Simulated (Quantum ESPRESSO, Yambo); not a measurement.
# Quasiparticle gap of BN (Qingsongite) in Yambo, part 3 of 3

How does a plane-wave GW calculation on BN (Qingsongite) run from the first input to the gap?

Quantum ESPRESSO 7.5 and Yambo 5.3.0; PBE and many-body steps on it, plane waves. Known limits of the many-body steps: not at the basis limit; coarse k mesh.

So far. Step 3 (Bands along the symmetry lines): The gap is 4.535 eV, as in the run before at this level. Step 4 (Empty states on the mesh, 6×6×6 mesh, 30 bands): On this mesh the gap is 4.535 eV.

**6. Screening and self-energy, 6×6×6 mesh, 30 bands, screening to 129.3 eV**

G0W0 replaces the xc potential by the self-energy, built once from these orbitals. Only a window of levels is corrected, while the sums run over the empty bands that the input names.

This step: G0W0 on PBE, plane waves, norm-conserving pseudopotentials.

Input file gw1.in:

```
HF_and_locXC
gw0
dyson
ppa
em1d
rim_cut
RandQpts= 1000000
RandGvec= 1 RL
EXXRLvcs= 72 Ry
VXCRLvcs= 288 Ry
Chimod= "HARTREE"
% BndsRnXp
 1 | 30 |
%
NGsBlkXp= 9.5 Ry
% LongDrXp
 1 | 1 | 1 |
%
% GbndRnge
 1 | 30 |
%
DysSolver= "n"
ExtendOut
PPAPntXp= 27.21138 eV
% QPkrange
 1 | 16 | 2 | 8 |
%
```

On the command line:

```sh
$ OMP_NUM_THREADS=1 mpirun -n 4 yambo -F gw1.in -J gw1 -C gw1 > gw1.log
```

Output:

```text
 Yambo, version 5.3.0

 [02] CORE Variables Setup
 =========================

  [... cell, symmetries and grids as in the set-up ...]

  [02.05] Energies & Occupations
  ==============================

  [X] === General ===
  [X] Electronic Temperature                        :  0.000000  0.000000 [eV K]
  [X] Bosonic    Temperature                        :  0.000000  0.000000 [eV K]
  [X] Finite Temperature mode                       : no
  [X] El. density                                   :  0.67737E+24 [cm-3]
  [X] Fermi Level                                   :  11.15554 [eV]

  [X] === Gaps and Widths ===
  [X] Conduction Band Min                           :  4.534823 [eV]
  [X] Valence Band Max                              :  0.000000 [eV]
  [X] Filled Bands                                  :   4
  [X] Empty Bands                                   :   5  30
  [X] Direct Gap                                    :  8.878135 [eV]
  [X] Direct Gap localized at k                     :  1
  [X] Indirect Gap                                  :  4.534823 [eV]
  [X] Indirect Gap between kpts                     :   1  13
  [X] Last valence band width                       :  6.145336 [eV]
  [X] 1st conduction band width                     :  5.828507 [eV]

 [03] Transferred momenta grid and indexing
 ==========================================

 IBZ Q-points                                      :  16
 BZ  Q-points                                      :  216

 K/Q-points units:
 rlu = crystal or reduced units; cc = cartesian coordinates; iku = interal k-units

 Q [ 1]         [rlu]:  0.000000  0.000000  0.000000
 Q [ 2]         [rlu]:  0.14683E-18  0.14683E-18  0.16667
 Q [ 3]         [rlu]: -0.21279E-17 -0.21279E-17  0.33333
 Q [ 4]         [rlu]: -0.10686E-16 -0.10686E-16 -0.50000
 Q [ 5]         [rlu]: -0.16955E-16  0.16667      0.16667
 Q [ 6]         [rlu]:  0.14683E-18  0.16667      0.33333
 Q [ 7]         [rlu]:  0.53383E-16  0.16667      0.50000
 Q [ 8]         [rlu]:  0.44825E-16  0.16667     -0.33333
 Q [ 9]         [rlu]:  0.21279E-17  0.16667     -0.16667
 Q [10]         [rlu]: -0.33909E-16  0.33333      0.33333
     [... 4 further rows ...]
 Q [15]         [rlu]:  0.166667  0.333333 -0.333333
 Q [16]         [rlu]:  0.166667 -0.500000 -0.333333

 [04] Coloumb potential Random Integration (RIM)
 ===============================================

  [04.01] RIM initialization
  ==========================

  * Diagonal components only detected *

  8 x (sBL volume)        :  0.115269 [a.u.]
  sBZ random points       :  1000000
  Points outside the sBZ  :   7996195
  RL volume               :  3.112276 [a.u.]
  Integrated volume       :  3.113757 [a.u.]

  [04.02] RIM integrals
  =====================

  Gamma point sphere radius             :  0.088279 [a.u.]
  Points outside the sphere             :   799659
  [Int_sBZ(q=0) 1/q^2]*(Vol_sBZ)^(-1/3) =:  7.764404
                                 should be <:  7.795600

  Summary of Coulomb integrals for non-metallic bands |Q|[au] RIM/Bare

  Q [1] 0.100000E-4 0.995998 * Q [2] 0.265511 1.064860
  Q [5] 0.306585 1.063764 * Q [9] 0.433577 1.026684
  Q [6] 0.508414 1.019317 * Q [3] 0.531021 1.016823
  Q [10] 0.613171 1.013626 * Q [8] 0.668187 1.011243
  Q [14] 0.685546 1.010640 * Q [7] 0.750978 1.008721
  Q [4] 0.796532 1.007966 * Q [11] 0.796532 1.007972
  Q [12] 0.867154 1.006889 * Q [15] 0.906892 1.006422
  Q [13] 0.919756 1.006154 * Q [16] 0.969508 1.005566

 [05] Dipoles
 ============

  [05.01] Setup: observables and procedures
  =========================================

 [06] Dynamic Dielectric Matrix (PPA)
 ====================================

 [WR./gw1//ndb.pp]---------------------------------------------------------------
  Brillouin Zone Q/K grids (IBZ/BZ)                :   16  216   16  216
  RL vectors                                       :  1211 [WF]
  Coulomb cutoff potential                         : none
  Electronic Temperature                           :  0.000000 [K]
  Bosonic    Temperature                           :  0.000000 [K]
  PPA    diel. fun.  energies                      : Perdew, Burke & Ernzerhof(X)+Perdew, Burke & Ernzerhof(C)
  wavefunctions                                    : Perdew, Burke & Ernzerhof(X)+Perdew, Burke & Ernzerhof(C)
  Global Gauge                                     : length
  X matrix size                                    :   59
  X band range                                     :   1  30
  X e/h energy range                               : -1.000000 -1.000000 [eV]
  X Time ordering                                  : R
  X Hxc Kernel                                     : HARTREE
  X Drude frequency                                :  0.000000  0.000000
  X poles                                          :  100.0000 [o/o]
  RL vectors in the sum                            :  1211
  [r,Vnl] included                                 : yes
  Field direction                                  :  0.577350E-5  0.577350E-5  0.577350E-5
  BZ energy Double Grid                            : no
  BZ energy DbGd points                            : 0
  BZ Q point size factor                           : -1.000000
  X Optical Averaged directions                    : none

 [07] Local Exchange-Correlation + Non-Local Fock
 ================================================

 [VXC] Plane waves :   6615
 [EXS] Plane waves :   893

 QP @ state[ 1 ] K range:   1  16
 QP @ state[ 1 ] b range:   2   8

 [xc] Functional : Perdew, Burke & Ernzerhof(X)+Perdew, Burke & Ernzerhof(C)
 [xc] LIBXC used to calculate xc functional
  PP Number of Atomic Species                      :  2
  NLCC RL compoments                               :   6615
  PP Number of Atomic Species                      :  2
  NLCC RL compoments                               :   6615

 [xc] E_xc :  -3.729117 [Ha]
      E_xc :  -7.458233 [Ry]

  Local XC kind (lXC) : Perdew, Burke & Ernzerhof(X)+Perdew, Burke & Ernzerhof(C)
  Non-Local XC kind (nlXC) : Hartree-Fock

  Corrections @ K [1] :  [eV]
 <2|nlXC|2> = -21.98564  0.15340E-16 <2|lXC|2> = -18.52042  0.94408E-16
 <3|nlXC|3> = -21.98564 -0.75958E-18 <3|lXC|3> = -18.52042 -0.94408E-16
 <4|nlXC|4> = -21.98563 -0.76468E-17 <4|lXC|4> = -18.52042  0.18882E-15
 <5|nlXC|5> = -7.169138  0.23827E-18 <5|lXC|5> = -13.77758  0.18882E-15
 <6|nlXC|6> = -7.169037  0.25602E-18 <6|lXC|6> = -13.77758  0.23602E-15
 <7|nlXC|7> = -7.169029  0.10213E-17 <7|lXC|7> = -13.77757  0.000000
 <8|nlXC|8> = -8.710542 -0.49876E-18 <8|lXC|8> = -15.52727  0.18882E-15

  Corrections @ K [2] :  [eV]
 <2|nlXC|2> = -21.60484  0.22180E-16 <2|lXC|2> = -17.13210  0.000000
 <3|nlXC|3> = -21.77412  0.23731E-18 <3|lXC|3> = -18.13747  0.75527E-15
 <4|nlXC|4> = -21.77420  0.21968E-20 <4|lXC|4> = -18.13747  0.59005E-16
[...]
Corrections @ K [3] :  [eV]
[...]
Corrections @ K [4] :  [eV]
[...]
Corrections @ K [5] :  [eV]
[...]
[... 10 further k-points ...]
  Corrections @ K [16] :  [eV]
[...]
<4|nlXC|4> = -20.68875 -0.95433E-17 <4|lXC|4> = -15.47060 -0.47204E-16
 <5|nlXC|5> = -7.999710  0.30391E-17 <5|lXC|5> = -13.96424 -0.70806E-16
 <6|nlXC|6> = -6.813989  0.13585E-17 <6|lXC|6> = -13.58790  0.94408E-16
 <7|nlXC|7> = -6.641985  0.28704E-17 <7|lXC|7> = -15.25128 -0.88508E-17
 <8|nlXC|8> = -6.655910 -0.12413E-17 <8|lXC|8> = -15.63395  0.47204E-16

  [07.01] Hartree-Fock occupations report
  =======================================

  [Hartree-Fock] === General ===
  [Hartree-Fock] Electronic Temperature             :  0.000000  0.000000 [eV K]
  [Hartree-Fock] Bosonic    Temperature             :  0.000000  0.000000 [eV K]
  [Hartree-Fock] Finite Temperature mode            : no
  [Hartree-Fock] El. density                        :  0.67737E+24 [cm-3]
  [Hartree-Fock] Fermi Level                        :  11.15554 [eV]

  [Hartree-Fock] === Gaps and Widths ===
  [Hartree-Fock] Conduction Band Min                :  9.694048 [eV]
  [Hartree-Fock] Valence Band Max                   : -3.465206 [eV]
  [Hartree-Fock] Filled Bands                       :   4
  [Hartree-Fock] Empty Bands                        :   5  30
  [Hartree-Fock] Direct Gap                         :  18.95178 [eV]
  [Hartree-Fock] Direct Gap localized at k          :  1
  [Hartree-Fock] Indirect Gap                       :  13.15925 [eV]
  [Hartree-Fock] Indirect Gap between kpts          :   1  13
  [Hartree-Fock] Last valence band width            :  7.898281 [eV]
  [Hartree-Fock] 1st conduction band width          :  7.848591 [eV]

 [08] Dyson equation: Newton solver
 ==================================

  [08.01] G0W0 (W PPA)
  ====================

  [  GW  ] Bands range     :   1  30
  [GW/PPA] G damping       :  0.100000 [eV]

  QP @ state[ 1 ] K range:   1  16
  QP @ state[ 1 ] b range:   2   8

   Sc/G bands                                       :   1  30
   Sc/G damping                                     :  0.100000 ev
   Sc bands terminator                              : no
   Sx RL components                                 :   893

   QP @ state[ 1 ] K range                          :   1  16
   QP @ state[ 1 ] b range                          :   2   8
   GF energies kind                                 : Perdew, Burke & Ernzerhof(X)+Perdew, Burke & Ernzerhof(C)
   GF WF`s kind                                     : Perdew, Burke & Ernzerhof(X)+Perdew, Burke & Ernzerhof(C)
   Xs energies kind                                 : Perdew, Burke & Ernzerhof(X)+Perdew, Burke & Ernzerhof(C)
   Xs WF`s kind                                     : Perdew, Burke & Ernzerhof(X)+Perdew, Burke & Ernzerhof(C)

 [11] Game Over & Game summary
```

Elapsed: 47 s, on 4 MPI ranks of Arm Neoverse V1, shared host; peak memory 1.2 GiB.

Numbers from this step:

```yaml
g0w0_gap_on_the_mesh: 5.872 eV
starting_gap_on_the_mesh: 4.535 eV
k_of_the_valence_top: 0, 0, 0
k_of_the_conduction_bottom: 0, -0.5, -0.5
least_direct_g0w0_gap_on_the_computed_points: 10.86 eV
z_at_the_valence_top: 0.8304
z_at_the_conduction_bottom: 0.8558
```

The gap on the mesh goes from 4.53 eV to 5.87 eV, a correction of +1.34 eV.

Limits: finite bands, cutoff and mesh; coarse k mesh. v1 is the top filled band, c1 the lowest empty one. The levels before and after the correction (eV, zero at the valence-band top of each column):

```csv
,conduction bottom,valence top
Kohn-Sham,4.53,0.00
G0W0,5.87,0.00
```

```csv
,level,energy (eV)
Kohn-Sham,Γ v3-v1,0.000
Kohn-Sham,Γ c1-c3,8.878
Kohn-Sham,Γ c4,10.366
Kohn-Sham,(0 -0.5 -0.5) v3,-8.907
Kohn-Sham,(0 -0.5 -0.5) v2-v1,-4.907
Kohn-Sham,(0 -0.5 -0.5) c1,4.535
Kohn-Sham,(0 -0.5 -0.5) c2,9.342
Kohn-Sham,(0 -0.5 -0.5) c3-c4,17.910
G0W0,Γ v3-v1,0.000
G0W0,Γ c1-c3,10.858
G0W0,Γ c4,12.049
G0W0,(0 -0.5 -0.5) v3,-10.000
G0W0,(0 -0.5 -0.5) v2-v1,-5.463
G0W0,(0 -0.5 -0.5) c1,5.872
G0W0,(0 -0.5 -0.5) c2,10.835
G0W0,(0 -0.5 -0.5) c3-c4,20.550
```

**7. Where the time went**

Times are wall times on the hardware named with each run, good to a factor of about two.

```csv
step,time,share,memory (GiB)
ground state,2.3 s,4 %,0.17
bands along the symmetry lines,1.4 s,3 %,0.05
empty states on the mesh,1.4 s,3 %,0.05
conversion and set-up,1.8 s,3 %,0.23
screening and self-energy,47 s,87 %,1.2
```

**8. Summary of results**

| Item | Value |
| --- | --- |
| PBE gap | 4.53 eV, indirect |
| G0W0 gap on the mesh | 5.87 eV |
| GW settings | 6×6×6 mesh, 30 bands, screening to 129.3 eV, Godby-Needs plasmon pole |
| known limits | not at the basis limit; coarse k mesh |

What this shows: G0W0 moves the gap on the mesh from 4.53 eV to 5.87 eV (+1.34 eV), with Z of 0.83 and 0.86 at the edges. The dearest step here is «screening and self-energy». Bands and cutoff are finite, so the gap is not at the basis limit. The miss can reach some tenths of an eV and take either sign; the mesh is an error of its own. The 6×6×6 mesh is coarse for this cell, which bears on the long-range parts of exchange and screening.

[Paths, hosts, dates, memory and timing lines, banners, echoed tables and standing remarks are left out of the program output.]

[Logs are printed without paths, hosts, clocks, repeated set-up lines and the standing remarks that a program may print on its own settings, such as how far it seeks lower states.]

[Runs of the session that timed out or met a known fault of the program may be left out.]

[Hosts, paths, dates, database ids (printed as entryN), source tags and the programs' standing remarks are cut or masked in the printed files.]
